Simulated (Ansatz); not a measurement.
# TaN in Ansatz: reference runs

Aim: a first look at TaN with PBE, on the cell as given.

Everything below comes from runs of Ansatz 0.2.0. Logs are shortened: lines on timing, memory, paths and dates and some standing lists are left out, and cuts for length are marked.

## (1) The cell of the first run

The cell holds a slab with vacuum, 8 atoms: a = 2.938 Å, b = 2.938 Å, c = 25.090 Å, α = 90.00°, β = 90.00°, γ = 120.00°.

## (2) Single point, PBE (the (0 0 1) slab of TaN, cut from the database cell, not relaxed)

File input.yaml:

```yaml
crystal:
  lattice:
    - [2.9379988584, 0.0, 0.0]
    - [-1.4689994292, 2.5443816477, 0.0]
    - [0.0, 0.0, 25.0905]
  atoms:
    - { symbol: Ta, position: [0.3333333333, 0.6666666666, 0.2989179171] }
    - { symbol: "N", position: [0.0, 0.0, 0.3563699408] }
    - { symbol: Ta, position: [0.3333333333, 0.6666666666, 0.4138219645] }
    - { symbol: "N", position: [0.0, 0.0, 0.4712739882] }
    - { symbol: Ta, position: [0.3333333333, 0.6666666666, 0.5287260118] }
    - { symbol: "N", position: [0.0, 0.0, 0.5861780355] }
    - { symbol: Ta, position: [0.3333333333, 0.6666666666, 0.6436300592] }
    - { symbol: "N", position: [0.0, 0.0, 0.7010820829] }
hamiltonian:
  xc: pbe
  pseudopotentials: { kind: paw }
kpoints:
  mp_grid: { grid: [10, 10, 1] }
scf:
  occupations: { method: fermi_dirac, width: 0.05 }
output:
  forces: true
  eigenvalues: true
efield:
  axis: 3
  dipole_correction: true
  ramp_width: 0.04
```

Potentials or basis: Ansatz PAW.

Launch:

```bash
$ ansatz run input.yaml --threads 4 --pin off --max-ram 11264MiB --backend cpu --events-out ev --progress --plain --runs-dir out
```

Standard output:

```text
Warning: RAYON_NUM_THREADS=4 ignored (pool sized by the plan → 4); use --threads N
Engine: ansatz 0.2.0, aarch64-unknown-linux-gnu
Pseudopotentials: kind: paw
Pseudopotential: Ta, paw, valence charge 13, recommended cutoff 420 eV (normal), Ta.paw.azcp
Pseudopotential: N, paw, valence charge 5, recommended cutoff 420 eV (normal), N.paw.azcp
Functional definition: PBE
  parameter kappa = 0.804
  parameter beta = 0.06672455060314922
  exchange = pbe_x(kappa = kappa, mu = beta*pi^2/3)
  correlation = pbe_c(beta = beta)
Crystal: 8 atoms, lattice volume = 187.561 Å³
Basis set: ecut = 420 eV, 3611 PW (Γ), exchange–correlation on 40×40×360 points (8 copies of the dense FFT grid, shifted against one another)
Bands: 44, of which v1, the nominal top of the filled ones, is band 36 counted from 1 (35 counted from 0)
Symmetry: 6 space group operations
Space group: P3m1 (ITA 156), of the structure as read, at distance tolerance 5.7e-5 Å
k-points: 14 of 100 (time reversal used)
Non-local potential: Ta, projectors of the file, l = 0: 3, l = 1: 2, l = 2: 2, l = 3: 1
Non-local potential: N, projectors of the file, l = 0: 2, l = 1: 2, l = 2: 1
PAW form: soft (Blöchl's): semilocal exchange-correlation on the pseudo side does not see the compensation charge
PAW one-centre angular grid: Ta, 590 points (default); XC on 64 Gauss nodes
PAW one-centre angular grid: N, 110 points (default); XC on 64 Gauss nodes
Initial density: superposition of atomic densities (neutral atoms: chi_scale 0, normalization atom), corrected by the library's trained network
Initial wavefunctions: pseudopotential atomic-orbital guess
Functional: x = pbe(κ = 0.804, μ = 0.2195149727645171), c = pbe(β = 0.06672455060314922)
SCF iter   1: F=—  HF=-41269.463728 eV  |F-HF|=—  |Δ(HF+E_count)|=         —  Δρ=2.02e-2  dr2=3.39e1  ethr=1.77e-3  p=-0.075 e·Å  D=-7.24e-2 V/Å  ΔV_dip=1.82 eV  dr2_dipole=2.52e1  V_vac-E_F(+/−)=7.43/5.62 eV  ⟨swp⟩=8.4  Hψ=3076  notcnv=0  defer=9
efield: sawtooth ramp at fractional position 0.9800 (placed from the atoms, in the widest stretch of the axis that holds none; the zero of the levels goes with the place), width 0.0400; the density the first Hamiltonian is built on has a dipole p = -0.075 e·Å; the dipole correction subtracts the counter field D = -7.24e-2 V/Å, which shifts the + side's vacuum level by +1.82 eV against the − side's; the planar-averaged density in the ramp window peaks in size at 1.8e-4 e/Å³
preconditioner: auto → LDOS  [metal: Δε(μ)=0.074 eV  Ē_g=8.778 eV  σ=0.050 eV  W_gap=0.35  n_scr=18 (ndim 8)  ℏωp=17.1 eV  f_vac=0.470  D(μ)=6.32/eV (n_scr^D=18)  β→1.0]
SCF iter   2: F=—  HF=-41269.241104 eV  |F-HF|=—  |Δ(HF+E_count)|=   2.23e-1  Δρ=7.61e-3  dr2=5.94e-1  ethr=1.77e-3  p=-0.100 e·Å  D=-9.64e-2 V/Å  ΔV_dip=2.42 eV  dr2_dipole=2.42e-1  V_vac-E_F(+/−)=7.63/5.21 eV  ⟨swp⟩=3.3  Hψ=854  notcnv=0  defer=24
SCF iter   3: F=—  HF=-41269.284270 eV  |F-HF|=—  |Δ(HF+E_count)|=   4.32e-2  Δρ=9.64e-3  dr2=3.40e-1  ethr=8.25e-4  p=-0.109 e·Å  D=-1.05e-1 V/Å  ΔV_dip=2.63 eV  dr2_dipole=1.74e-4  V_vac-E_F(+/−)=7.72/5.09 eV  ⟨swp⟩=3.9  Hψ=1210  notcnv=0  defer=25
SCF iter   4: F=—  HF=-41269.228023 eV  |F-HF|=—  |Δ(HF+E_count)|=   5.62e-2  Δρ=2.49e-3  dr2=5.93e-2  ethr=4.72e-4  p=-0.107 e·Å  D=-1.03e-1 V/Å  ΔV_dip=2.59 eV  dr2_dipole=2.72e-2  V_vac-E_F(+/−)=7.70/5.11 eV  ⟨swp⟩=3.3  Hψ=1150  notcnv=0  defer=25
SCF iter   5: F=—  HF=-41269.225581 eV  |F-HF|=—  |Δ(HF+E_count)|=   2.44e-3  Δρ=8.41e-4  dr2=1.01e-2  ethr=8.24e-5  p=-0.108 e·Å  D=-1.04e-1 V/Å  ΔV_dip=2.61 eV  dr2_dipole=5.57e-3  V_vac-E_F(+/−)=7.70/5.09 eV  ⟨swp⟩=2.1  Hψ=896  notcnv=0  defer=25
SCF iter   6: F=—  HF=-41269.225577 eV  |F-HF|=—  |Δ(HF+E_count)|=   3.86e-6  Δρ=3.27e-4  dr2=5.68e-4  ethr=1.40e-5  p=-0.108 e·Å  D=-1.05e-1 V/Å  ΔV_dip=2.63 eV  dr2_dipole=1.96e-4  V_vac-E_F(+/−)=7.70/5.08 eV  ⟨swp⟩=1.6  Hψ=655  notcnv=0  defer=25
SCF iter   7: F=—  HF=-41269.225669 eV  |F-HF|=—  |Δ(HF+E_count)|=   9.18e-5  Δρ=1.55e-4  dr2=2.07e-4  ethr=7.89e-7  p=-0.109 e·Å  D=-1.05e-1 V/Å  ΔV_dip=2.63 eV  dr2_dipole=1.30e-4  V_vac-E_F(+/−)=7.70/5.07 eV  ⟨swp⟩=2.4  Hψ=936  notcnv=0  defer=25
SCF iter   8: F=—  HF=-41269.225699 eV  |F-HF|=—  |Δ(HF+E_count)|=   3.02e-5  Δρ=6.74e-5  dr2=2.85e-5  ethr=2.88e-7  p=-0.109 e·Å  D=-1.05e-1 V/Å  ΔV_dip=2.63 eV  dr2_dipole=2.02e-5  V_vac-E_F(+/−)=7.70/5.07 eV  ⟨swp⟩=1.6  Hψ=715  notcnv=0  defer=25
SCF iter   9: F=—  HF=-41269.225782 eV  |F-HF|=—  |Δ(HF+E_count)|=   8.32e-5  Δρ=4.81e-5  dr2=5.47e-6  ethr=3.96e-8  p=-0.109 e·Å  D=-1.05e-1 V/Å  ΔV_dip=2.63 eV  dr2_dipole=4.53e-8  V_vac-E_F(+/−)=7.70/5.07 eV  ⟨swp⟩=2.1  Hψ=891  notcnv=0  defer=25
SCF iter  10: F=—  HF=-41269.225783 eV  |F-HF|=—  |Δ(HF+E_count)|=   6.87e-7  Δρ=1.63e-5  dr2=4.18e-7  ethr=7.60e-9  p=-0.108 e·Å  D=-1.05e-1 V/Å  ΔV_dip=2.63 eV  dr2_dipole=3.53e-11  V_vac-E_F(+/−)=7.70/5.07 eV  ⟨swp⟩=2.2  Hψ=875  notcnv=0  defer=25
SCF iter  11: F=-41269.225783 eV  HF=-41269.225783 eV  |F-HF|=1.35e-7  |Δ(HF+E_count)|=   4.33e-7  Δρ=7.99e-6  dr2=8.75e-8  ethr=1.39e-10  p=-0.108 e·Å  D=-1.05e-1 V/Å  ΔV_dip=2.63 eV  dr2_dipole=2.39e-10  V_vac-E_F(+/−)=7.70/5.07 eV  ⟨swp⟩=19.2  Hψ=3457  notcnv=0
SCF 1 converged in 11 iterations: F = -41269.225783 eV  dr2 = 8.75e-8
SCF converged after 11 iterations
Free energy (F): -41269.225783 eV
Harris-Foulkes:  -41269.225783 eV  (|F-HF|=1.35e-7)
Internal energy: -41269.196458 eV  (E = F + TS)
E sigma→0 (E₀):  -41269.211121 eV
Entropy (-TS):   -0.029325 eV (-3.666 meV/atom)
Fermi energy:    5.666457 eV
Dipole field:    D = -0.104691 V/Å  (p = -0.108515 e·Å, saw-weighted, corrected)
Work function:   Φ+ = 7.6998 eV   Φ− = 5.0731 eV
Levels:          The Fermi level and band energies are counted from a zero that moves with the ramp; work functions are not
--- Per-component energies (eV) ---
  E_band       = -1208.702930
  E_kinetic    = 1984.211060
  E_local      = -79675.625890  (includes V_loc(G=0)·N_el)
  E_nonlocal   = 239.997475
  E_hartree    = 38947.802272
  E_xc         = -1114.592849
  E_vxc        = -1122.368569  (∫ρ·V_xc dr)
  E_paw        = -34094.957329  (= ΣΔE_a)
  E_vpaw       = -528.132553  (= ΣTr[D̂ρ^β])
  E_aug_tail   = 0.000821  (compensation charges beyond the density's cutoff)
  E_efield     = 0.005680  (sawtooth field / dipole correction)
  E_vefield    = -2.403231  (∫n·V_field dr)
  E_ewald      = 32443.962301
  E_smearing   = -0.029325  (= −TS)
  E_closure    = 0.000000  (closes the sum)
  Σ components = -41269.225783   (vs F -41269.225783, Δ=0.00e0)
--- Forces (eV/Å), atoms counted from 1 ---
  atom   1  Ta     0.00000000    -0.00000000    -0.35437564
  atom   2  N      0.00000000     0.00000000     0.38121013
  atom   3  Ta     0.00000000     0.00000000    -0.31119945
  atom   4  N      0.00000000     0.00000000    -0.04885784
  atom   5  Ta     0.00000000     0.00000000     0.27092030
  atom   6  N      0.00000000    -0.00000000    -1.17196379
  atom   7  Ta    -0.00000000     0.00000000     7.21521447
  atom   8  N      0.00000000     0.00000000    -5.98100141
  max |Σ_I F_I| component: 5.32e-5 eV/Å
--- Band table (eV; the first three rows and the last of 14) ---
  k-point 0: bands = ["-62.6297", "-62.5159", "-62.2865", "-62.1634", "-29.7113", "-29.3195", "-28.9695", "-28.7098", "-28.7098", "-28.7034", "-28.5982", "-28.5982", "-28.2699", "-28.2699", "-28.2509", "-28.2509", "-11.5755", "-10.7318", "-9.7946", "-7.4699", "-2.9064", "-1.4531", "0.2976", "1.4315", "1.4315", "1.6511", "1.8058", "1.8058", "2.0576", "2.0576", "3.9681", "4.5601", "4.5757", "4.5757", "5.3141", "6.0369", "6.0369", "6.6168", "6.6168", "6.7900", "7.6698", "7.6698", "7.9702", "8.6180"]
  k-point 1: bands = ["-62.6225", "-62.5088", "-62.2796", "-62.1562", "-29.6884", "-29.3006", "-28.9561", "-28.8116", "-28.7319", "-28.7022", "-28.6831", "-28.6201", "-28.3701", "-28.3443", "-28.2917", "-28.2718", "-11.3941", "-10.6113", "-9.7777", "-7.4080", "-2.6430", "-1.2699", "0.4024", "0.8866", "1.3796", "1.5462", "1.7279", "1.7991", "1.8941", "1.9434", "3.7573", "4.1447", "4.4354", "4.6347", "4.9943", "5.5726", "6.3266", "6.4907", "6.7965", "6.9030", "7.6853", "7.8838", "8.4108", "9.0180"]
  k-point 2: bands = ["-62.6037", "-62.4900", "-62.2617", "-62.1374", "-29.6279", "-29.2520", "-29.0734", "-28.9562", "-28.9151", "-28.7893", "-28.6767", "-28.6429", "-28.6252", "-28.5827", "-28.3483", "-28.3259", "-10.9180", "-10.3130", "-9.7577", "-7.2355", "-2.0199", "-0.9266", "-0.1975", "0.1160", "0.9689", "1.0548", "1.4317", "1.7230", "1.8426", "2.5547", "3.3244", "3.6052", "3.9781", "4.3391", "4.7715", "5.2685", "6.1978", "6.8676", "7.1797", "7.5098", "7.9621", "8.2760", "8.6600", "8.9922"]
  k-point 13: bands = ["-62.5460", "-62.4324", "-62.2067", "-62.0797", "-29.5060", "-29.4378", "-29.3778", "-29.2951", "-29.1745", "-29.0902", "-29.0461", "-28.9785", "-28.8461", "-28.8036", "-28.7986", "-28.5078", "-9.7678", "-9.5076", "-9.3474", "-6.5113", "-1.9608", "-1.3570", "-1.2397", "-0.5757", "-0.2258", "0.0508", "0.0783", "0.5043", "1.2760", "2.5628", "3.9046", "4.2472", "5.0472", "5.2304", "5.3431", "5.4648", "5.9232", "7.1281", "7.8053", "8.3196", "9.1503", "9.4016", "9.5511", "10.1766"]
```

Wall time 2.6 s (4 threads of Arm Neoverse V2, shared host); peak memory 0.5 GiB.

Results:

```
Free energy                     : -41269.2258 eV
Largest force                   : 7.215 eV/Å
Band gap on the k mesh          : none (metal or under the smearing width)
Work function of the upper face : 7.70 eV
Work function of the lower face : 5.07 eV
Dipole across the slab          : -0.109 e·Å
```

Forces in eV/Å, atoms in the order of the input:
```
Ta   0.000  0.000 -0.354
N    0.000  0.000  0.381
Ta   0.000  0.000 -0.311
N    0.000  0.000 -0.049
Ta   0.000  0.000  0.271
N    0.000  0.000 -1.172
Ta   0.000  0.000  7.215
N    0.000  0.000 -5.981
```

Spin-orbit coupling is left out, which matters for the levels of Ta.
